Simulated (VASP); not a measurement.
# Cl2 in VASP: further runs

The runs below take Cl2 through relaxation of the atoms, with PBEsol, LDA.

Program: VASP 6.6.1. These are calculated values, not measurements. Logs are shortened: lines on timing, memory, paths and dates and some standing lists are left out, and cuts for length are marked.

## 1. The structure

The cell holds a molecule in a box, 2 atoms: a = 10.000 Å, b = 10.500 Å, c = 11.000 Å, α = 90.00°, β = 90.00°, γ = 90.00°.

## 2. Relaxation of the atoms, PBEsol

Input file INCAR:

```
SYSTEM = Cl
ALGO = Normal
EDIFF = 1E-7
EDIFFG = -0.005
ENCUT = 520
GGA = PS
IBRION = 2
ISIF = 2
ISMEAR = 0
ISYM = 0
LASPH = .TRUE.
LCHARG = .FALSE.
LREAL = .FALSE.
LWAVE = .FALSE.
NELM = 80
NSW = 90
PREC = Accurate
SIGMA = 0.02
```

Input file KPOINTS:

```
k-points
0
G
  1 1 1
  0 0 0
```

Input file POSCAR:

```
Cl
1.0
   10.0000000000      0.0000000000      0.0000000000
    0.0000000000     10.5000000000      0.0000000000
    0.0000000000      0.0000000000     11.0000000000
Cl
2
Direct
    0.5000000000      0.5000000000      0.4095454500
    0.5000000000      0.5000000000      0.5904545500
```

Potentials or basis: VASP PAW PBE potentials, release 64 (Cl).

The run is started by

```console
> cat potpaw_PBE.64/Cl/POTCAR > POTCAR
> mpirun -np 1 vasp_std > vasp.out
```

OUTCAR:

```text
SYSTEM = Cl
   EDIFF = 1E-7
   EDIFFG = -0.005
   ENCUT = 520
   GGA = PS
   IBRION = 2
   ISIF = 2
   ISMEAR = 0
   ISYM = 0
   LASPH = .TRUE.
   LREAL = .FALSE.
   NELM = 80
   NSW = 90
   PREC = Accurate

 ion  position               nearest neighbor table
   1  0.500  0.500  0.410-   2 1.99
   2  0.500  0.500  0.590-   1 1.99

IMPORTANT INFORMATION: All symmetrisations will be switched off!
NOSYMM: (Re-)initialisation of all symmetry stuff for point group C_1.

----------------------------------------------------------------------------------------

                                     Primitive cell

  volume of cell :    1155.0000

  direct lattice vectors                    reciprocal lattice vectors
    10.000000000  0.000000000  0.000000000     0.100000000  0.000000000  0.000000000
     0.000000000 10.500000000  0.000000000     0.000000000  0.095238095  0.000000000
     0.000000000  0.000000000 11.000000000     0.000000000  0.000000000  0.090909091

  length of vectors
    10.000000000 10.500000000 11.000000000     0.100000000  0.095238095  0.090909091

  position of ions in fractional coordinates (direct lattice)
     0.500000000  0.500000000  0.409545450
     0.500000000  0.500000000  0.590454550

  ion indices of the primitive-cell ions
   primitive index   ion index
                 1           1
                 2           2

----------------------------------------------------------------------------------------

 KPOINTS: k-points

Automatic generation of k-mesh.
 Grid dimensions read from file:
 generate k-points for:    1    1    1

 Generating k-lattice:

  Cartesian coordinates                     Fractional coordinates (reciprocal lattice)
     0.100000000  0.000000000  0.000000000     1.000000000  0.000000000  0.000000000
     0.000000000  0.095238095  0.000000000     0.000000000  1.000000000  0.000000000
     0.000000000  0.000000000  0.090909091     0.000000000  0.000000000  1.000000000

  Length of vectors
     0.100000000  0.095238095  0.090909091

  Shift w.r.t. Gamma in fractional coordinates (k-lattice)
     0.000000000  0.000000000  0.000000000

 Subroutine IBZKPT returns following result:
 ===========================================

 Found      1 irreducible k-points:

 Following reciprocal coordinates:
            Coordinates               Weight
  0.000000  0.000000  0.000000      1.000000
   k-points           NKPTS =      1   k-points in BZ     NKDIM =      1   number of bands    NBANDS=     11
   number of dos      NEDOS =    301   number of ions     NIONS =      2
   total plane-waves  NPLWV = 537600
   dimension x,y,z NGX =    80 NGY =   80 NGZ =   84
   dimension x,y,z NGXF=   160 NGYF=  160 NGZF=  168
   ions per type =               2
   NGX,Y,Z   is equivalent  to a cutoff of  13.30, 12.67, 12.70 a.u.
   NGXF,Y,Z  is equivalent  to a cutoff of  26.60, 25.33, 25.39 a.u.
 SYSTEM =  Cl
   PREC   = accura    normal or accurate (medium, high low for compatibility)
   ISTART =      0    job   : 0-new  1-cont  2-samecut
   ICHARG =      2    charge: 1-file 2-atom 10-const
   ISPIN  =      1    spin polarized calculation?
   LNONCOLLINEAR =      F non collinear calculations
   LSORBIT =      F    spin-orbit coupling
   LASPH  =      T    aspherical Exc in radial PAW
   ENCUT  =  520.0 eV  38.22 Ry    6.18 a.u.  18.59 19.52 20.45*2*pi/ulx,y,z
   NELM   =     80;   NELMIN=  2; NELMDL= -5     # of ELM steps
   EDIFF  = 0.1E-06   stopping-criterion for ELM
   LREAL  =      F    real-space projection
   EDIFFG = -.5E-02   stopping-criterion for IOM
   NSW    =     90    number of steps for IOM
   IBRION =      2    ionic relax: 0-MD 1-quasi-New 2-CG
   NFREE  =      1    steps in history (QN), initial steepest desc. (CG)
   ISIF   =      2    stress and relaxation
   ISYM   =      0    0-nonsym 1-usesym 2-fastsym
   POTIM  = 0.5000    time-step for ionic-motion
   TEBEG  =    0.0;   TEEND  =   0.0 temperature during run
   PSTRESS=    0.0 pullay stress
   NELECT =      14.0000    total number of electrons
   NUPDOWN=      -1.0000    fix difference up-down
   EMIN   =  10.00;   EMAX   =-10.00  energy-range for DOS
   EFERMI =   0.00;   METHOD = LEGACY
   ISMEAR =     0;   SIGMA  =   0.02  broadening in eV -4-tet -1-fermi 0-gaus
   EFERMI_NEDOS =   21; number of points for ismear=-14 and -15
   IALGO  =     38    algorithm
   IMIX   =      4    mixing-type and parameters
     AMIX     =   0.40;   BMIX     =  1.00
     AMIX_MAG =   1.60;   BMIX_MAG =  1.00
  volume/ion in A,a.u.               =     577.50      3897.16
  Fermi-wavevector in a.u.,A,eV,Ry     =   0.376060  0.710650  1.924149  0.141421
  Thomas-Fermi vector in A             =   1.307622
   LORBIT       =      0    0 simple, 1 ext, 2 COOP (PROOUT), +10 PAW based schemes
   GGA     = PS    functional components
   LHFCALC =     F    Hartree Fock is set to
   AEXX    =    0.0000 exact exchange contribution
   IVDW    =     0    specifies the selected vdW correction
   LEPSILON=     F    determine dielectric tensor
   LRPA    =     F    only Hartree local field effects (RPA)
 conjugate gradient relaxation of ions
 non-spin polarized calculation
 Gauss-broadening in eV      SIGMA  =   0.02
  energy-cutoff  :      520.00
  volume of cell :     1155.00
 maximum number of plane-waves:     31095
 NGX is ok and might be reduce to    80
   NGX = 37   NGY = 39   NGZ = 41

--------------------------------------- Ionic step        1  -------------------------------------------

 number of electron      13.9999997 magnetization

 Free energy of the ion-electron system (eV)
  ---------------------------------------------------
  ext. energy  EPLUGINS =         0.00000000
  ---------------------------------------------------
  free energy    TOTEN  =        -3.84314488 eV

  energy without entropy =       -3.84314488  energy(sigma->0) =       -3.84314488

------------------------ aborting loop because EDIFF is reached ----------------------------------------

  FORCE on cell =-STRESS in cart. coord.  units (eV):
  Direction    XX          YY          ZZ          XY          YZ          ZX
  --------------------------------------------------------------------------------------
  -------------------------------------------------------------------------------------
  Total       -0.0198035     -0.0212690     -0.4028792     -0.0000000     -0.0000000     -0.0000000
  in kB       -0.0274707     -0.0295037     -0.5588606     -0.0000000     -0.0000000     -0.0000000
  external PRESSURE =      -0.2052783 kB  Pullay stress =       0.0000000 kB
[... 57 lines left out ...]
  energy  without entropy=       -3.8433340932  energy(sigma->0) =       -3.84333409

--------------------------------------- Ionic step        3  -------------------------------------------

 number of electron      13.9999996 magnetization

 Free energy of the ion-electron system (eV)
  ---------------------------------------------------
  ext. energy  EPLUGINS =         0.00000000
  ---------------------------------------------------
  free energy    TOTEN  =        -3.84409472 eV

  energy without entropy =       -3.84409472  energy(sigma->0) =       -3.84409472

 E-fermi :  -6.8114     XC(G=0):  -0.7980

 val. band max:       -6.9171532084   @ k =   0.0000   0.0000   0.0000
 cond. band min:      -3.8009835692   @ k =   0.0000   0.0000   0.0000
 fundamental gap:      3.1161696392
 Fermi energy:        -6.8113754510

 k-point     1 :       0.0000    0.0000    0.0000
  band No.  band energies     occupation
      1     -23.2785      2.00000
      2     -18.8721      2.00000
      3     -11.6754      2.00000
      4      -9.6776      2.00000
      5      -9.6775      2.00000
      6      -6.9172      2.00000
      7      -6.9172      2.00000
      8      -3.8010      0.00000
      9      -0.2561      0.00000
     10       0.9321      0.00000
     11       1.0482      0.00000
[... 27 lines left out ...]
  FREE ENERGIE OF THE ION-ELECTRON SYSTEM (eV)
  ---------------------------------------------------
  free  energy   TOTEN  =        -3.8440947158 eV

  energy  without entropy=       -3.8440947158  energy(sigma->0) =       -3.84409472

 reached required accuracy - stopping structural energy minimisation
```

It took 3.8 min on 1 thread of Intel Xeon Platinum 8488C (Sapphire Rapids), shared host; peak memory 1 GiB.

Results:

```
Free energy                     : -3.8441 eV
Energy gained by relaxing       : 0.5 meV/atom
Ionic steps                     : 3
Gap between the frontier levels : 3.12 eV
```

Step by step:
```csv
step,energy change (eV),largest force (eV/Å),pressure (GPa)
1,0.0000,0.1917,-0.02
2,-0.0002,0.1769,0.01
3,-0.0009,0.0003,0.00
```

Final structure:
```yaml
crystal:
  lattice:
    - [10.00000, 0.00000, 0.00000]
    - [0.00000, 10.50000, 0.00000]
    - [0.00000, 0.00000, 11.00000]
  atoms:
    - { symbol: Cl, position: [0.50000, 0.50000, 0.40999] }
    - { symbol: Cl, position: [0.50000, 0.50000, 0.59001] }
```

Caveat: the PAW data sets were made with another functional, which shifts forces and pressure a little. PBEsol gaps usually lie below the measured ones, often by a third to a half.

## 3. Relaxation of the atoms, LDA

INCAR, as its differences from that of step 2:

```diff
@@ -5,3 +5,3 @@
 ENCUT = 520
-GGA = PS
+GGA = CA
 IBRION = 2
```

KPOINTS is that of step 2.

POSCAR is that of step 2.

Potentials or basis: VASP PAW LDA potentials, release 64 (Cl).

The run is started by

```console
> cat potpaw_LDA.64/Cl/POTCAR > POTCAR
> mpirun -np 1 vasp_std > vasp.out
```

OUTCAR:

```text
SYSTEM = Cl
   EDIFF = 1E-7
   EDIFFG = -0.005
   ENCUT = 520
   GGA = CA
   IBRION = 2
   ISIF = 2
   ISMEAR = 0
   ISYM = 0
   LASPH = .TRUE.
   LREAL = .FALSE.
   NELM = 80
   NSW = 90
   PREC = Accurate

 ion  position               nearest neighbor table
   1  0.500  0.500  0.410-   2 1.99
   2  0.500  0.500  0.590-   1 1.99

IMPORTANT INFORMATION: All symmetrisations will be switched off!
NOSYMM: (Re-)initialisation of all symmetry stuff for point group C_1.

----------------------------------------------------------------------------------------

                                     Primitive cell

  volume of cell :    1155.0000

  direct lattice vectors                    reciprocal lattice vectors
[... 122 lines left out ...]
  Total       -0.0203424     -0.0221994     -0.7515291      0.0000000      0.0000000      0.0000000
  in kB       -0.0282183     -0.0307943     -1.0424960      0.0000000      0.0000000      0.0000001
  external PRESSURE =      -0.3671695 kB  Pullay stress =       0.0000000 kB
[... 59 lines left out ...]
--------------------------------------- Ionic step        3  -------------------------------------------

 number of electron      13.9999996 magnetization

 Free energy of the ion-electron system (eV)
  ---------------------------------------------------
  ext. energy  EPLUGINS =         0.00000000
  ---------------------------------------------------
  free energy    TOTEN  =        -3.98770586 eV

  energy without entropy =       -3.98770586  energy(sigma->0) =       -3.98770586

 E-fermi :  -6.9492     XC(G=0):  -0.7964

 val. band max:       -7.0446337641   @ k =   0.0000   0.0000   0.0000
 cond. band min:      -3.9631458026   @ k =   0.0000   0.0000   0.0000
 fundamental gap:      3.0814879615
 Fermi energy:        -6.9491500774

 k-point     1 :       0.0000    0.0000    0.0000
  band No.  band energies     occupation
      1     -23.4345      2.00000
      2     -18.9149      2.00000
      3     -11.8452      2.00000
      4      -9.8589      2.00000
      5      -9.8588      2.00000
      6      -7.0447      2.00000
      7      -7.0446      2.00000
      8      -3.9631      0.00000
      9      -0.2944      0.00000
     10       0.8758      0.00000
     11       1.0517      0.00000
[... 27 lines left out ...]
  FREE ENERGIE OF THE ION-ELECTRON SYSTEM (eV)
  ---------------------------------------------------
  free  energy   TOTEN  =        -3.9877058645 eV

  energy  without entropy=       -3.9877058645  energy(sigma->0) =       -3.98770586

 reached required accuracy - stopping structural energy minimisation
```

OSZICAR:

```text
N       E                     dE             d eps       ncg     rms          rms(c)
DAV:   1     0.136376776696E+03    0.13638E+03   -0.27537E+03    22   0.680E+02
DAV:   2     0.420011173741E+02   -0.94376E+02   -0.91611E+02    36   0.931E+01
DAV:   3    -0.148139732372E+00   -0.42149E+02   -0.41992E+02    28   0.939E+01
[... 51 lines left out ...]
DAV:  11    -0.398770351155E+01   -0.47987E-06   -0.13103E-08    30   0.864E-04    0.699E-04
DAV:  12    -0.398770498099E+01   -0.14694E-05   -0.45169E-08    22   0.126E-03    0.123E-04
DAV:  13    -0.398770548001E+01   -0.49902E-06   -0.33401E-09    14   0.596E-04    0.399E-04
DAV:  14    -0.398770578605E+01   -0.30604E-06   -0.26618E-09    14   0.435E-04    0.168E-04
DAV:  15    -0.398770586451E+01   -0.78460E-07    0.35434E-09    17   0.209E-04
   3 F= -.39877059E+01 E0= -.39877059E+01  d E =-.349633E-02
```

CONTCAR:

```text
Cl
   1.00000000000000
    10.0000000000000000    0.0000000000000000    0.0000000000000000
     0.0000000000000000   10.5000000000000000    0.0000000000000000
     0.0000000000000000    0.0000000000000000   11.0000000000000000
  Cl
     2
Direct
     0.4999999992852703    0.4999999999782430    0.4103985964738087
     0.5000000007147296    0.5000000000217570    0.5896014035261913

  0.00000000E+00  0.00000000E+00  0.00000000E+00
  0.00000000E+00  0.00000000E+00  0.00000000E+00
```

Run time: 2 min. Hardware: 1 thread of Intel Xeon Platinum 8488C (Sapphire Rapids), shared host; peak memory 0.68 GiB.

Results:

* Free energy: -3.9877 eV
* Energy gained by relaxing: 1.7 meV/atom
* Ionic steps: 3
* Gap between the frontier levels: 3.08 eV

The path:
```
step  energy change (eV)  largest force (eV/Å)  pressure (GPa)
   1              0.0000                0.3671           -0.04
   2             -0.0006                0.3539            0.03
   3             -0.0035                0.0000            0.00
```

Final structure:
```yaml
crystal:
  lattice:
    - [10.00000, 0.00000, 0.00000]
    - [0.00000, 10.50000, 0.00000]
    - [0.00000, 0.00000, 11.00000]
  atoms:
    - { symbol: Cl, position: [0.50000, 0.50000, 0.41040] }
    - { symbol: Cl, position: [0.50000, 0.50000, 0.58960] }
```

Levels at points of the mesh, in eV from the valence-band top:
| k point | band 5 | band 6 | band 7 | band 8 | band 9 | band 10 |
| --- | --- | --- | --- | --- | --- | --- |
| (0.00, 0.00, 0.00) | -2.81 | 0.00 | 0.00 | 3.08 | 6.75 | 7.92 |
